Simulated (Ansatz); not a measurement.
## Is this AlCo structure a true minimum?

These are results of DFT PBE, scalar-relativistic, plane waves, PAW in Ansatz, not measurements. Cutoff 420 eV; k points 20×20×20 on the computed 2-atom cell (Γ-centred); Gaussian smearing, width 0.10 eV; no spin polarisation.

The cell below (2 atoms, Pm-3m (No. 221)) is relaxed within its symmetry. It is a trial structure, and others of AlCo can lie lower.

```
Al Co
1.0
     2.85191    0.00000    0.00000
     0.00000    2.85191    0.00000
     0.00000    0.00000    2.85191
Al Co
1 1
Cartesian
  1.4260 1.4260 1.4260
  0.0000 0.0000 0.0000
```

For the test a repeat of it with 8 atoms was strained at random by about 1.5 %, the atoms were moved at random (σ = 0.05 Å), and all was relaxed without symmetry on a coarse k mesh with 0.1 eV smearing.

The k mesh leaves about 4 meV/atom of noise in metals.

(1) What happens?

## Answers

(1) It returns to Pm-3m (No. 221), within 1 meV/atom of the start's energy. So it is a local minimum, stable against the distortions that fit this cell and this draw; softer or longer ones aren't excluded.

Cost: 3 runs of about 3.1 core-minutes in all, on Intel Xeon Platinum 8259CL (Skylake/Cascade Lake) (shared hosts).